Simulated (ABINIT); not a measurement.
# Ta (Im-3m) in ABINIT: further runs

Aim: see how the results for Ta move with the level of theory and the settings. Levels: PBEsol+D4, BP86+D4. Tasks: equation of state.

All numbers are computed with ABINIT 10.8.3 (patched build); they aren't measurements. Logs are shortened: lines on timing, memory, paths and dates and some standing lists are left out, and cuts for length are marked. The log counts tension as positive stress, the text compression.

**What was measured.**

“Refinement of the equation of state of tantalum”, 2004, arxiv:cond-mat/0403080 quotes, for a bulk crystal of Ta: bulk modulus 194 GPa.

How close the calculation comes is told below.

## 1. Starting point

The structure is cubic, space group Im-3m (No. 229). The conventional cell has a = 3.303 Å, b = 3.303 Å, c = 3.303 Å, α = 90.00°, β = 90.00°, γ = 90.00°. Ta (site symmetry m-3m) is surrounded by 8 Ta at 2.86 Å.

## 2. Equation of state, PBEsol+D4

Input file run.py:

```python
import json, os
import numpy as np
from ase.eos import EquationOfState
from ase.units import GPa
from ase.calculators.mixing import SumCalculator
from dftd4.ase import DFTD4
from ase.calculators.abinit import Abinit, AbinitProfile
from ase import Atoms

atoms = Atoms(['Ta'],
              cell=[[-1.65128, 1.65128, 1.65128], [1.65128, -1.65128, 1.65128], [1.65128, 1.65128, -1.65128]],
              scaled_positions=[[0.0, 0.0, 0.0]],
              pbc=True)

profile = AbinitProfile(command='abinit', pp_paths=[os.path.abspath('pseudos')])
params = dict(
    pps='pawxml', xc='PBE',
    ecut=517.0163,
    pawecutdg=1034.0327,
    kptopt=1,
    ngkpt=[11, 11, 11],
    nshiftk=1,
    shiftk=[0.0, 0.0, 0.0],
    ixc=-116133,
    nband=11,
    occopt=3,
    tsmear=0.05,
    nstep=100,
    tolvrs=1e-09,
    prtwf=0,
    prtden=0,
)

cell0 = atoms.cell.copy()
volumes, energies = [], []
for i, x in enumerate([0.94, 0.96, 0.98, 1.0, 1.02, 1.04, 1.06]):
    atoms.set_cell(cell0 * x ** (1 / 3), scale_atoms=True)
    atoms.calc = SumCalculator([Abinit(profile=profile, directory=f'v{i}', **params), DFTD4(method='pbesol')])
    volumes.append(atoms.get_volume() / len(atoms))
    dft, disp = atoms.calc.mixer.calcs
    energies.append((dft.get_property('free_energy', atoms) + disp.get_property('energy', atoms)) / len(atoms))
    print(f'{x:5.2f} {volumes[-1]:10.5f} A^3/atom {energies[-1]:14.6f} eV/atom', flush=True)
    json.dump(dict(volumes=volumes, energies=energies), open('results.json', 'w'))
v0, e0, b0 = EquationOfState(volumes, energies, eos='murnaghan').fit()
print(f'V0 {v0:.4f} A^3/atom  E0 {e0:.6f} eV/atom  B0 {b0 / GPa:.2f} GPa')
```

Potentials or basis: JTH PAW PBE v2.0.

Launch:

```bash
$ python run.py
```

The log of the run:

```text
0.94   16.92973 A^3/atom   -1606.470408 eV/atom
 0.96   17.28994 A^3/atom   -1606.482472 eV/atom
 0.98   17.65014 A^3/atom   -1606.484079 eV/atom
 1.00   18.01035 A^3/atom   -1606.475938 eV/atom
 1.02   18.37056 A^3/atom   -1606.458930 eV/atom
 1.04   18.73076 A^3/atom   -1606.435103 eV/atom
 1.06   19.09097 A^3/atom   -1606.403531 eV/atom
V0 17.5204 A^3/atom  E0 -1606.484620 eV/atom  B0 214.96 GPa
```

abinit.in:

```text
ecut 517.0163 eV
ixc -116133
kptopt 1
natom 1
nband 11
ngkpt
11 11 11
nshiftk 1
nsppol 1
nstep 100
occopt 3
pawecutdg 1034.0327 eV
prtden 0
prtwf 0
shiftk
0.0 0.0 0.0
tolvrs 1e-09
tsmear 0.05 eV
#Definition of the unit cell
acell
1.00000000000000 1.00000000000000 1.00000000000000 Angstrom
rprim
-1.68366626140936 1.68366626140936 1.68366626140936
1.68366626140936 -1.68366626140936 1.68366626140936
1.68366626140936 1.68366626140936 -1.68366626140936
chkprim 0 # Allow non-primitive cells
#Definition of the atom types
ntypat 1
znucl 73
#Enumerate different atomic species
typat
 1
pseudos "./pseudos/Ta.GGA_PBE-JTH.xml"
#Definition of the atoms
xcart
0.00000000000000 0.00000000000000 0.00000000000000
chkexit 1 # abinit.exit file in the running directory terminates after the current SCF
```

abinit.abo:

```text
.Version 10.8.3 of ABINIT
 Symmetries : space group Im -3 m (#229); Bravais cI (body-center cubic)
================================================================================
 Values of the parameters that define the memory need of the present run
     intxc =       0    ionmov =       0      iscf =      17    lmnmax =      18
     lnmax =       6     mgfft =      24  mpssoang =       3    mqgrid =    3001
     natom =       1  nloc_mem =       2    nspden =       1   nspinor =       1
    nsppol =       1      nsym =      48    n1xccc =       1    ntypat =       1
    occopt =       3   xclevel =       2
       mpw =         525          nfft =       13824          nkpt =          56
 PAW method is used; the additional fine FFT grid is defined by:
   mgfftf=        32    nfftf =     32768
================================================================================
================================================================================

--------------------------------------------------------------------------------
------------- Echo of variables that govern the present computation ------------
--------------------------------------------------------------------------------
 -outvars: echo values of preprocessed input variables --------
            acell      1.8897261259E+00  1.8897261259E+00  1.8897261259E+00 Bohr
              amu      1.80947900E+02
          chkexit           1
          chkprim           0
             ecut      1.89999986E+01 Hartree
                       outvar_i_n : Printing only first  50 k-points.
              ixc     -116133
                       outvar_i_n : Printing only first  50 k-points.
         kptrlatt       11    0    0      0   11    0      0    0   11
          kptrlen      6.06189192E+01
            natom           1
            nband          11
            ngfft          24      24      24
          ngfftdg          32      32      32
             nkpt          56
            nstep         100
             nsym          48
           ntypat           1
                       prtocc : prtvol=0, do not print more k-points.
           occopt           3
        pawecutdg      3.80000008E+01 Hartree
         pawxcdev           0
           prtden           0
            prtwf           0
            rprim     -1.6836662614E+00  1.6836662614E+00  1.6836662614E+00
                       1.6836662614E+00 -1.6836662614E+00  1.6836662614E+00
                       1.6836662614E+00  1.6836662614E+00 -1.6836662614E+00
          spgroup         229
           tolvrs      1.00000000E-09
           tsmear      1.83746611E-03 Hartree
            typat      1
           useylm           1
                       outvars : Printing only first  50 k-points.
            znucl       73.00000

================================================================================

 chkinp: Checking input parameters for consistency.

================================================================================
== DATASET  1 ==================================================================

--- !DatasetInfo
iteration_state: {dtset: 1, }
dimensions: {natom: 1, nkpt: 56, mband: 11, nsppol: 1, nspinor: 1, nspden: 1, mpw: 525, }
cutoff_energies: {ecut:  19.0, pawecutdg:  38.0, }
electrons: {nelect:   1.30000000E+01, charge:   0.00000000E+00, occopt:   3.00000000E+00, tsmear:   1.83746611E-03, }
meta: {optdriver: 0, ionmov: 0, optcell: 0, iscf: 17, paral_kgb: 0, }
...

 Real(R)+Recip(G) space primitive vectors, cartesian coordinates (Bohr,Bohr^-1):
 R(1)= -3.1816681  3.1816681  3.1816681  G(1)=  0.0000000  0.1571503  0.1571503
 R(2)=  3.1816681 -3.1816681  3.1816681  G(2)=  0.1571503  0.0000000  0.1571503
 R(3)=  3.1816681  3.1816681 -3.1816681  G(3)=  0.1571503  0.1571503  0.0000000
 Unit cell volume ucvol=  1.2883226E+02 bohr^3
 Angles (23,13,12)=  1.09471221E+02  1.09471221E+02  1.09471221E+02 degrees

 Coarse grid specifications (used for wave-functions):
[... 53 lines left out ...]

--- !ResultsGS
iteration_state: {dtset: 1, }
comment   : Summary of ground state results
lattice_vectors:
- [ -3.1816681,   3.1816681,   3.1816681, ]
- [  3.1816681,  -3.1816681,   3.1816681, ]
- [  3.1816681,   3.1816681,  -3.1816681, ]
lattice_lengths: [   5.51081,    5.51081,    5.51081, ]
lattice_angles: [109.471, 109.471, 109.471, ] # degrees, (23, 13, 12)
lattice_volume:   1.2883226E+02
convergence: {deltae:  2.466E-12, res2:  1.902E-11, residm:  1.249E-04, diffor: null, }
etotal    :  -5.90277796E+01
entropy   :   0.00000000E+00
fermie    :   2.57968592E-02
cartesian_stress_tensor: # hartree/bohr^3
- [  4.85945469E-04,   0.00000000E+00,   0.00000000E+00, ]
- [  0.00000000E+00,   4.85945469E-04,   0.00000000E+00, ]
- [  0.00000000E+00,   0.00000000E+00,   4.85945469E-04, ]
pressure_GPa:  -1.4297E+01
xred      :
- [  0.0000E+00,   0.0000E+00,   0.0000E+00, Ta]
cartesian_forces: # hartree/bohr
- [ -0.00000000E+00,  -0.00000000E+00,  -0.00000000E+00, ]
force_length_stats: {min:   0.00000000E+00, max:   0.00000000E+00, mean:   0.00000000E+00, }
...

 Integrated electronic density in atomic spheres:
 ------------------------------------------------
 Atom  Sphere_radius  Integrated_density
    1        2.41973         10.53975593

================================================================================

 ----iterations are completed or convergence reached----

 Mean square residual over all n,k,spin=   37.218E-08; max=  12.493E-05
 reduced coordinates (array xred) for    1 atoms
       0.000000000000      0.000000000000      0.000000000000
 rms dE/dt=  0.0000E+00; max dE/dt=  0.0000E+00; dE/dt below (all hartree)
    1       0.000000000000      0.000000000000      0.000000000000

 cartesian coordinates (angstrom) at end:
    1      0.00000000000000     0.00000000000000     0.00000000000000

 cartesian forces (hartree/bohr) at end:
    1     -0.00000000000000    -0.00000000000000    -0.00000000000000
 frms,max,avg= 0.0000000E+00 0.0000000E+00   0.000E+00  0.000E+00  0.000E+00 h/b

 cartesian forces (eV/Angstrom) at end:
    1     -0.00000000000000    -0.00000000000000    -0.00000000000000
 frms,max,avg= 0.0000000E+00 0.0000000E+00   0.000E+00  0.000E+00  0.000E+00 e/A
 length scales=  1.889726125908  1.889726125908  1.889726125908 bohr
              =  1.000000000000  1.000000000000  1.000000000000 angstroms
 Fermi (or HOMO) energy (hartree) =   0.02580   Average Vxc (hartree)=  -0.45507
 Eigenvalues (hartree) for nkpt=  56  k points:
 kpt#   1, nband= 11, wtk=  0.00075, kpt=  0.0000  0.0000  0.0000 (reduced coord)
  -2.44616   -1.19567   -1.19567   -1.19567   -0.25652    0.05293    0.05293    0.05293
   0.16564    0.16564    0.56817
      occupation numbers for kpt#   1
   2.00000    2.00000    2.00000    2.00000    2.00000    0.00000    0.00000    0.00000
   0.00000    0.00000    0.00000
 prteigrs : prtvol=0 or 1, do not print more k-points.

--- !EnergyTerms
iteration_state     : {dtset: 1, }
comment             : Components of total free energy in Hartree
kinetic             :  5.94306198205864E+00
hartree             :  8.14766696108608E+00
xc                  : -8.07098267032473E+00
Ewald energy        : -4.83261004511963E+01
psp_core            :  7.76062419337374E+00
local_psp           : -8.16075390361281E+00
PAW spherical_terms : -1.63208840641479E+01
internal            : -5.90273679527633E+01
'-kT*entropy'       : -4.08421902230189E-04
total_energy        : -5.90277763746655E+01
total_energy_eV     : -1.60622762217242E+03
...

--- !EnergyTermsDC
iteration_state     : {dtset: 1, }
comment             : '"Double-counting" decomposition of free energy'
band_energy         : -1.23892545187710E+01
Ewald energy        : -4.83261004511963E+01
psp_core            :  7.76062419337374E+00
xc_dc               : -1.22161560080109E+01
PAW spherical_terms :  6.14351557422868E+00
internal            : -5.90273712103758E+01
'-kT*entropy'       : -4.08421902230189E-04
total_energy_dc     : -5.90277796322780E+01
total_energy_dc_eV  : -1.60622771081657E+03
...

--- !EnergyTermsWithPAWCore
iteration_state     : {dtset: 1, }
comment             : 'Components of total free energy, including PAW core contributions'
Total energy        : -1.56003317650241E+04
Total energy DC     : -1.56003317682817E+04
Total energy (eV)   : -4.24506653223517E+05
Total energy DC (eV): -4.24506653312161E+05
...

 Cartesian components of stress tensor (hartree/bohr^3)
  sigma(1 1)=  4.85945469E-04  sigma(3 2)=  0.00000000E+00
  sigma(2 2)=  4.85945469E-04  sigma(3 1)=  0.00000000E+00
  sigma(3 3)=  4.85945469E-04  sigma(2 1)=  0.00000000E+00

-Cartesian components of stress tensor (GPa)         [Pressure= -1.4297E+01 GPa]
- sigma(1 1)=  1.42970093E+01  sigma(3 2)=  0.00000000E+00
- sigma(2 2)=  1.42970093E+01  sigma(3 1)=  0.00000000E+00
- sigma(3 3)=  1.42970093E+01  sigma(2 1)=  0.00000000E+00

== END DATASET(S) ==============================================================
================================================================================

 -outvars: echo values of variables after computation  --------
            acell      1.8897261259E+00  1.8897261259E+00  1.8897261259E+00 Bohr
           etotal     -5.9027779632E+01
            fcart     -0.0000000000E+00 -0.0000000000E+00 -0.0000000000E+00
            rprim     -1.6836662614E+00  1.6836662614E+00  1.6836662614E+00
                       1.6836662614E+00 -1.6836662614E+00  1.6836662614E+00
                       1.6836662614E+00  1.6836662614E+00 -1.6836662614E+00
           strten      4.8594546870E-04  4.8594546870E-04  4.8594546870E-04
                       0.0000000000E+00  0.0000000000E+00  0.0000000000E+00
 Calculation completed.
```

Run time: 92 s. Hardware: 1 thread of Intel Xeon at 2.70GHz, shared host; peak memory 0.12 GiB.

What came out:

| Quantity | Value |
| --- | --- |
| Equilibrium volume | 17.52 Å³/atom |
| Bulk modulus | 215 GPa |
| Pressure derivative of the bulk modulus | 4.3 (rough: it moves with the points fitted) |

Energy against volume, from the lowest point:
```csv
volume (Å³/atom),energy (meV/atom)
16.930,13.67
17.290,1.61
17.650,0.00
18.010,8.14
18.371,25.15
18.731,48.98
19.091,80.55
```

Caveat: pressures at fixed basis lie under the slope of the energies; the log and the count of SCF iterations are those of the last ABINIT call alone; the PAW data sets were made with another functional, which shifts forces and pressure a little. The run has no spin-orbit coupling, so splittings on Ta are missing.

## 3. Equation of state, BP86+D4

run.py: that of step 2 with these lines changed.

```diff
@@ -23,3 +23,3 @@
     shiftk=[0.0, 0.0, 0.0],
-    ixc=-116133,
+    ixc=-106132,
     nband=11,
@@ -37,3 +37,3 @@
     atoms.set_cell(cell0 * x ** (1 / 3), scale_atoms=True)
-    atoms.calc = SumCalculator([Abinit(profile=profile, directory=f'v{i}', **params), DFTD4(method='pbesol')])
+    atoms.calc = SumCalculator([Abinit(profile=profile, directory=f'v{i}', **params), DFTD4(method='bp86')])
     volumes.append(atoms.get_volume() / len(atoms))
```

Potentials or basis: JTH PAW PBE v2.0.

Launch:

```bash
$ python run.py
```

Wall time 80 s (1 thread of Intel Xeon at 2.70GHz, shared host); peak memory 0.12 GiB.

The run converged. Its results:

- Equilibrium volume: 17.78 Å³/atom
- Bulk modulus: 206 GPa
- Pressure derivative of the bulk modulus: 3.3 (rough: it moves with the points fitted)

Energy against volume, from the lowest point:
| volume (Å³/atom) | energy (meV/atom) |
| --- | --- |
| 16.930 | 27.54 |
| 17.290 | 8.74 |
| 17.650 | 0.00 |
| 18.010 | 1.02 |
| 18.371 | 11.56 |
| 18.731 | 29.46 |
| 19.091 | 55.16 |

Caveat: pressures at fixed basis lie under the slope of the energies; the log and the count of SCF iterations are those of the last ABINIT call alone; the PAW data sets were made with another functional, which shifts forces and pressure a little.

## 4. Comparison with measurements

Step 2. Against the measured bulk modulus of Ta, 194 GPa (quoted in “Refinement of the equation of state of tantalum”, 2004, arxiv:cond-mat/0403080), the calculated 215 GPa is off by +10.8 %. The fit is for a static lattice scaled at fixed shape and fixed fractional positions.

Step 3. Against the measured bulk modulus of Ta, 194 GPa (quoted in “Refinement of the equation of state of tantalum”, 2004, arxiv:cond-mat/0403080), the calculated 206 GPa is off by +6.0 %. The fit is for a static lattice scaled at fixed shape and fixed fractional positions.
